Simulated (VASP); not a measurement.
# Relaxed cell of SiC (Moissanite 3C): a test of cutoff and mesh, part 2 of 2

Aim: test the relaxed volume of SiC (Moissanite 3C) against cutoff and mesh. The starting structure is a measured crystal structure from the Crystallography Open Database. The first relaxation on each setting starts from this cell expanded by 3 % in volume.

VASP 6.6.1.

Results so far: reference 10.35 Å³ an atom; a cutoff of 400 eV 10.30 Å³ an atom; a 5×5×5 mesh 10.36 Å³ an atom.

**5. Relaxation with a cutoff of 680 eV**

Level of this step: PBEsol; plane waves and PAW (Si, C) (VASP).

Against step 2 the input has ENCUT = 680. This run starts from the cell of an earlier relaxation, which isn't shown; the restart sets up the plane waves anew.

Contents of INCAR:

```
SYSTEM = SiC
PREC = Accurate
ENCUT = 680
EDIFF = 1E-06
NELM = 100
ISMEAR = 0
SIGMA = 0.03
LREAL = .FALSE.
ALGO = Normal
GGA = PS
NBANDS = 10
LORBIT = 11
LWAVE = .FALSE.
LCHARG = .FALSE.
KPAR = 8
IBRION = 2
NSW = 50
ISIF = 3
EDIFFG = -0.006
```

Contents of POSCAR:

```
SiC
1.0
    0.0000000000      2.1790559068      2.1790559068
    2.1790559068      0.0000000000      2.1790559068
    2.1790559068      2.1790559068      0.0000000000
Si C
1 1
Direct
    0.0000000000      0.0000000000      0.0000000000
    0.7500000000      0.7500000000      0.7500000000
```

Contents of KPOINTS:

```
Automatic mesh
0
Gamma
8 8 8
0 0 0
```

PAW data sets: Si and C (PBE family, release 64).

Run with:

```sh
$ mpirun -np 8 vasp_std
```

The log of the run:

```text
[... set-up lines as in an earlier step ...]
 entering main loop
       N       E                     dE             d eps       ncg     rms          rms(c)
DAV:   1     0.691550263937E+01    0.69155E+01   -0.46552E+03   580   0.853E+02
DAV:   2    -0.169534828211E+02   -0.23869E+02   -0.23110E+02   750   0.127E+02
DAV:   3    -0.177111404474E+02   -0.75766E+00   -0.75564E+00   684   0.198E+01
DAV:   4    -0.177144336862E+02   -0.32932E-02   -0.32929E-02   688   0.163E+00
[...]
DAV:  10    -0.159172109147E+02   -0.43929E-04   -0.10849E-04   630   0.720E-02    0.231E-02
DAV:  11    -0.159172111473E+02   -0.23253E-06   -0.11186E-05   666   0.199E-02    0.501E-03
DAV:  12    -0.159172113863E+02   -0.23902E-06   -0.50224E-07   310   0.494E-03
   1 F= -.15917211E+02 E0= -.15917211E+02  d E =-.159172E+02
[...]
reached required accuracy - stopping structural energy minimisation
```

It took 1.8 s on 8 MPI ranks of Intel Xeon 6975P-C (Granite Rapids), shared host; peak memory 1.2 GiB; 9.5 s of CPU time.

From OUTCAR (step 5):

```text
  Total       -0.0030634     -0.0030634     -0.0030634      0.0000000      0.0000000      0.0000000
  in kB       -0.2371834     -0.2371834     -0.2371834      0.0000000      0.0000000      0.0000000
  external PRESSURE =      -0.2371834 kB  Pullay stress =       0.0000000 kB

 POSITION                                       TOTAL-FORCE (eV/Angst)
 -----------------------------------------------------------------------------------
      0.00000      0.00000      0.00000         0.000000      0.000000      0.000000
      3.26858      3.26858      3.26858        -0.000000     -0.000000     -0.000000
 -----------------------------------------------------------------------------------
    total drift:                                0.000000      0.000000      0.000000

  FREE ENERGIE OF THE ION-ELECTRON SYSTEM (eV)
  ---------------------------------------------------
  free  energy   TOTEN  =       -15.9172113863 eV

  energy  without entropy=      -15.9172113863  energy(sigma->0) =      -15.91721139

[... 2 parts as in an earlier step ...]

[... 2 further parts left out ...]
[key lines of the parts left out:]
E-fermi :   8.1897
```

With a cutoff of 680 eV the cell ends at 10.347 Å³ an atom, -0.08 % from the reference; the bulk modulus is 221.6 GPa against 221.2 GPa.

**6. Relaxation with a 12×12×12 mesh**

Against step 2 the input has a 12×12×12 mesh. This run starts from the cell of an earlier relaxation, which isn't shown; the restart sets up the plane waves anew.

INCAR: that of step 5 with these lines changed.

```diff
@@ -2,3 +2,3 @@
 PREC = Accurate
-ENCUT = 680
+ENCUT = 520
 EDIFF = 1E-06
```

Contents of POSCAR:

```
SiC
1.0
    0.0000000000      2.1795936511      2.1795936511
    2.1795936511      0.0000000000      2.1795936511
    2.1795936511      2.1795936511      0.0000000000
Si C
1 1
Direct
    0.0000000000      0.0000000000      0.0000000000
    0.7500000000      0.7500000000      0.7500000000
```

Contents of KPOINTS:

```
Automatic mesh
0
Gamma
12 12 12
0 0 0
```

Run with:

```sh
$ mpirun -np 8 vasp_std
```

The log of the run:

```text
[... set-up lines as in an earlier step ...]
 entering main loop
       N       E                     dE             d eps       ncg     rms          rms(c)
DAV:   1     0.408575667759E+01    0.40858E+01   -0.39934E+03  1480   0.673E+02
DAV:   2    -0.170342607436E+02   -0.21120E+02   -0.19918E+02  1942   0.113E+02
DAV:   3    -0.177071949077E+02   -0.67293E+00   -0.67161E+00  1696   0.178E+01
DAV:   4    -0.177101422677E+02   -0.29474E-02   -0.29471E-02  1650   0.144E+00
[...]
DAV:  10    -0.159151404813E+02   -0.44042E-04   -0.10878E-04  1560   0.715E-02    0.232E-02
DAV:  11    -0.159151406925E+02   -0.21121E-06   -0.11326E-05  1612   0.199E-02    0.492E-03
DAV:  12    -0.159151409258E+02   -0.23333E-06   -0.51858E-07   756   0.495E-03
   1 F= -.15915141E+02 E0= -.15915141E+02  d E =-.159151E+02
[...]
reached required accuracy - stopping structural energy minimisation
```

The job ended after 1.4 s (8 MPI ranks; peak memory 1.1 GiB).

From OUTCAR (step 6):

```text
  Total       -0.0009199     -0.0009199     -0.0009199     -0.0000000      0.0000000      0.0000000
  in kB       -0.0711690     -0.0711690     -0.0711690     -0.0000000      0.0000000      0.0000000
  external PRESSURE =      -0.0711690 kB  Pullay stress =       0.0000000 kB

 POSITION                                       TOTAL-FORCE (eV/Angst)
 -----------------------------------------------------------------------------------
      0.00000      0.00000      0.00000         0.000000      0.000000      0.000000
      3.26939      3.26939      3.26939        -0.000000     -0.000000     -0.000000
 -----------------------------------------------------------------------------------
    total drift:                               -0.000000     -0.000000     -0.000000

  FREE ENERGIE OF THE ION-ELECTRON SYSTEM (eV)
  ---------------------------------------------------
  free  energy   TOTEN  =       -15.9151409258 eV

  energy  without entropy=      -15.9151409258  energy(sigma->0) =      -15.91514093

[... 1 part as in an earlier step ...]

[... 3 further parts left out ...]
[key lines of the parts left out:]
E-fermi :   8.1651
```

With a 12×12×12 mesh the cell ends at 10.354 Å³ an atom, +0.00 % from the reference; the bulk modulus is 221.2 GPa against 221.2 GPa.

**7. All runs side by side**

| run | volume (Å³/atom) | change (%) | bulk modulus (GPa) | pressure left (GPa) | core minutes |
| --- | --- | --- | --- | --- | --- |
| reference | 10.355 | - | 221.2 | -0.01 | 0.427 |
| a cutoff of 400 eV | 10.299 | -0.54 | 224.3 | 0.0 | 0.4 |
| a 5×5×5 mesh | 10.36 | 0.05 | 221.4 | -0.01 | 0.347 |
| a cutoff of 680 eV | 10.347 | -0.08 | 221.6 | -0.02 | 0.667 |
| a 12×12×12 mesh | 10.354 | 0.0 | 221.2 | -0.01 | 0.507 |

Core minutes are wall time times ranks, summed over the relaxations behind a row (those for a bulk modulus apart), on shared hosts.

**8. Summary of results**

| Quantity | Value |
| --- | --- |
| volume of the reference | 10.35 Å³/atom |
| volume against the reference, a cutoff of 400 eV | -0.54 % |
| volume against the reference, a 5×5×5 mesh | +0.05 % |
| volume against the reference, a cutoff of 680 eV | -0.08 % |
| volume against the reference, a 12×12×12 mesh | +0.00 % |

The volume moves most with a cutoff of 400 eV: -0.54 % against the reference (520 eV, 8×8×8 mesh). On finer settings it changes by -0.08 % with a cutoff of 680 eV and +0.00 % with a 12×12×12 mesh. The relaxations stop with up to 0.02 GPa left, which at the bulk modulus found here is 0.01 % of the volume. A cell that shrinks at the lower cutoff is the usual mark of Pulay stress, the error that a plane-wave basis makes when it is kept while the volume changes. The bulk modulus stays within 2 %. Further runs on this material are not shown.

[Lines on the potential files, build, host, timing and source positions are cut from VASP's logs without a mark.]

[Logs are printed without paths, hosts, clocks, repeated set-up lines and the standing remarks that a program may print on its own settings, such as how far it seeks lower states.]

[Hosts, paths, dates, database ids (printed as entryN), source tags and the programs' standing remarks are cut or masked in the printed files.]
